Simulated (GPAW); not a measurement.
**GaN in GPAW: convergence with k mesh**

GaN:

```
Ga N
1.0
     0.00000    2.25350    2.25350
     2.25350    0.00000    2.25350
     2.25350    2.25350    0.00000
Ga N
1 1
Direct
  0.00000 0.00000 0.00000
  0.25000 0.25000 0.25000
```

The cell is a database's computed one.

| Quantity | Value |
| --- | --- |
| Program | GPAW 26.7.0 |
| Task | convergence study |
| Functional | PBE |
| Potentials or basis | GPAW PAW data sets (gpaw-data 1.2.1) |
| Cutoff | 800 eV |
| Basis | pw |
| k mesh | 2 × 2 × 2 |
| Occupations | fermi-dirac, width 0.05 eV |
| Spin | no spin polarisation |

These are the settings of the first run; the series varies k mesh, with any setting tied to it.

Hardware: 1 thread of Arm Neoverse V1, on a shared host.

**Question.** The values tried are 2 × 2 × 2, 3 × 3 × 3, 4 × 4 × 4, 5 × 5 × 5, 6 × 6 × 6, 8 × 8 × 8, 9 × 9 × 9, 11 × 11 × 11, 14 × 14 × 14, loosest first. From which on does the gap on the mesh stay within 0.01 eV of the tightest run that finished?

**Answer.** From 5 × 5 × 5 on.

```tsv
k mesh	energy less the tightest run, at zero smearing (meV/atom)	pressure (GPa)	gap on the mesh (eV)	SCF cycles	CPU time (s)	peak memory (GiB)
2 × 2 × 2	888.40	17.03	1.577	10	2.7	0.13
3 × 3 × 3	150.55	12.99	1.764	10	3	0.13
4 × 4 × 4	32.44	12.49	1.817	10	4.1	0.13
5 × 5 × 5	8.01	12.49	1.832	10	4.7	0.13
6 × 6 × 6	2.35	12.51	1.837	10	6.5	0.13
8 × 8 × 8	0.28	12.54	1.839	10	10	0.14
9 × 9 × 9	0.09	12.55	1.839	10	12	0.14
11 × 11 × 11	0.02	12.55	1.839	10	18	0.15
14 × 14 × 14	0.00	12.55	1.839	10	31	0.18
```

Against the tightest run, the energy stays within 1 meV/atom from 8 × 8 × 8 on; the pressure stays within 0.1 GPa from 4 × 4 × 4 on. Meshes of other sizes hit other points, so gaps and Fermi surfaces needn't settle smoothly. The tightest run that finished is the yardstick and may itself not be fully converged.
